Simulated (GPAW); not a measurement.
Set up this calculation in GPAW 26.7.0, as an ASE script.

| Property | Result |
| --- | --- |
| Task | one-shot levels on a semilocal density |
| Functional | PBE |
| Potentials or basis | GPAW PAW data sets (gpaw-data 1.2.1) |
| Cutoff | 500 eV |
| Basis | pw |
| k mesh | 7 × 7 × 7 |
| Occupations | fermi-dirac, width 0.05 eV |
| Spin | no spin polarisation |
| Maxiter | 150 |
| hybrids on these orbitals | ["HSE06", "HSE03", "B3LYP"] |

The system is Ti.

```
Ti
1.0
    -1.64100    1.64100    1.64100
     1.64100   -1.64100    1.64100
     1.64100    1.64100   -1.64100
Ti
1
Direct
  0.00000 0.00000 0.00000
```

This isn't the form of Ti at room conditions, which is hcp.

One way to write it, as run:

run.py

```python
import numpy as np
from ase import Atoms
from ase.dft.bandgap import bandgap
from ase.io import write
from ase.units import GPa
from gpaw import GPAW, PW
from gpaw.hybrids import NonSelfConsistentHybridXCCalculator
from gpaw.hybrids.energy import non_self_consistent_energy

atoms = Atoms(['Ti'],
              cell=[[-1.641, 1.641, 1.641],
                    [1.641, -1.641, 1.641],
                    [1.641, 1.641, -1.641]],
              scaled_positions=[[0.0, 0.0, 0.0]],
              pbc=True)

calc = GPAW(mode=PW(500),
            xc='PBE',
            kpts={'size': (7, 7, 7), 'gamma': True},
            occupations={'name': 'fermi-dirac', 'width': 0.05},
            nbands=16,
            convergence={'density': 1e-05, 'energy': 1e-05, 'bands': 12, 'eigenstates': 1e-07},
            maxiter=150,
            txt='gpaw.txt')
atoms.calc = calc
energy = atoms.get_potential_energy()
forces = atoms.get_forces()
stress = atoms.get_stress()
calc.write('gs.gpw')
write('result.traj', atoms)
print(f'Energy: {energy:.6f} eV')
print('Forces (eV/A):')
print(forces.round(4))
print('Stress (GPa):', (stress / GPa).round(3))
print('Fermi level:', round(calc.get_fermi_level(), 4), 'eV')
print(f'Gap: {bandgap(calc)[0]:.4f} eV, direct: {bandgap(calc, direct=True)[0]:.4f} eV')

for xc in ['HSE06', 'HSE03', 'B3LYP']:
    e = non_self_consistent_energy(calc, xc).sum()
    print(f'{xc} energy on these orbitals: {e:.6f} eV')
    nsc = NonSelfConsistentHybridXCCalculator.from_dft_calculation(
        calc.dft, xc, log=f'levels-{xc}.txt')
    dft_skn, hyb_skn = nsc.calculate(calc.dft.ibzwfs, 0, 12)
    np.savetxt(f'levels-{xc}.dat', hyb_skn.reshape((-1, hyb_skn.shape[-1])), fmt='%.4f')
```

Potentials or basis: GPAW PAW data sets (gpaw-data 1.2.1), pw.

Command:

```console
$ OMP_NUM_THREADS=1 python run.py
```

It gave:

The pressure is -1.7 GPa and the band gap on the k mesh is none (metal or under the smearing width).

Caveat: the k mesh is coarse (spacing up to 0.39 Å⁻¹), so the values aren't converged; the cutoff is short for stress and forces, so pressures can be off by a GPa or more; one-shot exact exchange on a metal's smeared states is rough.

Run time: 5.8 min on 1 thread of Arm Neoverse V2 (shared host), peak memory 0.42 GiB.
